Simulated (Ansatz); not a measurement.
Cu Kα1 powder pattern (kinematic, no thermal factors).
| 2θ (°) | relative intensity |
| --- | --- |
| 27.83 | 8 |
| 39.76 | 100 |
| 49.22 | 3 |
| 57.49 | 16 |
| 65.05 | 4 |
| 72.17 | 32 |
| 85.70 | 10 |

The pattern is computed from a structure relaxed with DFT PBE, scalar-relativistic, plane waves, PAW (Ansatz). No spin polarisation. Its elements are Se, Ti.

Question: Give the structure.

Answer: TiSe.
Space group Pm-3m (No. 221). a = 3.204 Å, b = 3.204 Å, c = 3.204 Å, α = 90.00°, β = 90.00°, γ = 90.00°
| atom | site | symmetry | x | y | z |
| --- | --- | --- | --- | --- | --- |
| Ti | 1a | m-3m | 0.0000 | 0.0000 | 0.0000 |
| Se | 1b | m-3m | 0.5000 | 0.5000 | 0.5000 |

A pattern alone doesn't exclude other cells with like lines; this is the one computed.

The structure comes from a generated guess; another structure or a mixture of phases may lie lower.
